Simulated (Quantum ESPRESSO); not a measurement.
TiAl3:

```
Ti Al
1.0
    -1.91111    1.91111    4.28067
     1.91111   -1.91111    4.28067
     1.91111    1.91111   -4.28067
Ti Al
1 3
Direct
  0.00000 0.00000 0.00000
  0.25000 0.75000 0.50000
  0.75000 0.25000 0.50000
  0.50000 0.50000 0.00000
```

The cell comes from a database or a generator and needn't be the stable form of this composition.

| Quantity | Value |
| --- | --- |
| Program | Quantum ESPRESSO 7.5 |
| Task | relaxation of cell and atoms |
| Functional | PBEsol |
| Dispersion | D4 |
| Potentials or basis | GBRV 1.5 PBEsol |
| Cutoff | 612 eV |
| Density cutoff | 4898 eV |
| k mesh | 8 × 8 × 8 |
| Occupations | fermi-dirac, width 0.05 eV |
| Spin | no spin polarisation |

At the start: pressure -2.6 GPa; volume 15.63 Å³/atom.

Problem. Where does the relaxation end?

Solution. Over 3 steps the energy falls by 2.9 meV/atom and the volume is 15.27 Å³/atom (-2.3 %); space group I4/mmm (No. 139, to 0.05 Å).

The path:
| step | energy change (eV) | largest force (eV/Å) | pressure (GPa) | volume (Å³) |
| --- | --- | --- | --- | --- |
| 1 | 0.0000 | 0.0000 | -2.57 | 62.54 |
| 2 | -0.0026 | 0.0000 | -2.29 | 62.37 |
| 3 | -0.0117 | 0.0000 | 0.05 | 61.07 |

Final structure:
```
CELL_PARAMETERS angstrom
-1.89598 1.89598 4.24709
1.89598 -1.89598 4.24709
1.89598 1.89598 -4.24709
ATOMIC_POSITIONS crystal
Ti 0.00000 0.00000 0.00000
Al 0.25000 0.75000 0.50000
Al 0.75000 0.25000 0.50000
Al 0.50000 0.50000 0.00000
```

Caveat: pairwise dispersion overbinds metals, which lowers pressure and volume.
